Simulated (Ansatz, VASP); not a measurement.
## One calculation of BN, two programs

```
CELL_PARAMETERS angstrom
2.54397 0.00000 0.00000
-1.27198 2.20314 0.00000
0.00000 0.00000 4.20774
ATOMIC_POSITIONS crystal
B 0.66383 0.34723 0.00709
B 0.33050 0.68057 0.50709
N 0.66950 0.31943 0.61791
N 0.33617 0.65277 0.11791
```

Change from the starting cell: all B atoms moved 0.1 Å in one direction.

Alike in both runs: task single point; functional r2SCAN; k mesh 12 × 12 × 6; occupations gaussian, width 0.05 eV; no spin polarisation.

```csv
,VASP,Ansatz
version,VASP 6.6.1,Ansatz 0.2.0
potentials or method,"VASP PAW PBE potentials, release 64 (B, N)","scalar-relativistic, plane waves, PAW"
plane-wave cutoff (eV),520,500
valence electrons in the cell,16,16
```

```csv
,VASP,Ansatz,Ansatz less VASP
gap on the k mesh at the Fermi level (eV),5.83,5.86,+0.031
least direct gap on the mesh (eV),8.28,8.29,+0.006
pressure (GPa),4.9,3.8,-1.05
largest component of the traceless stress (GPa),2.19,2.11,-0.078
rms of the force components (eV/Å),1.525,1.524,-0.0012
```

Atom by atom the forces differ by 0.003 eV/Å (rms over components).

Caveats: the PAW data sets were made with another functional, which shifts forces and pressure a little (VASP). A k mesh can miss the band edges.
